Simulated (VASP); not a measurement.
Crystal: BaS.

```
CELL_PARAMETERS angstrom
0.00000 3.19375 3.19375
3.19375 0.00000 3.19375
3.19375 3.19375 0.00000
ATOMIC_POSITIONS crystal
Ba 0.00000 0.00000 0.00000
S 0.50000 0.50000 0.50000
```

Program: VASP 6.6.1. Alike in all runs: task band structure; potentials or basis VASP PAW PBE potentials, release 64 (Ba_sv, S); no spin polarisation; cell as given; k mesh 6 × 6 × 6; cutoff (eV) 520; smearing gaussian 0.02 eV.

**Question.** Order these runs on this cell by their band gap on the k mesh, lowest first.
A. level HSE03
B. level PBE0; exchange at q = 0 truncated
C. level HSE06; screening parameter 0.2 1/A

**Answer.** A (2.82 eV), C (3.04 eV), B (3.71 eV).

Caveats: spin-orbit coupling is left out, which moves the levels of the heavy elements.

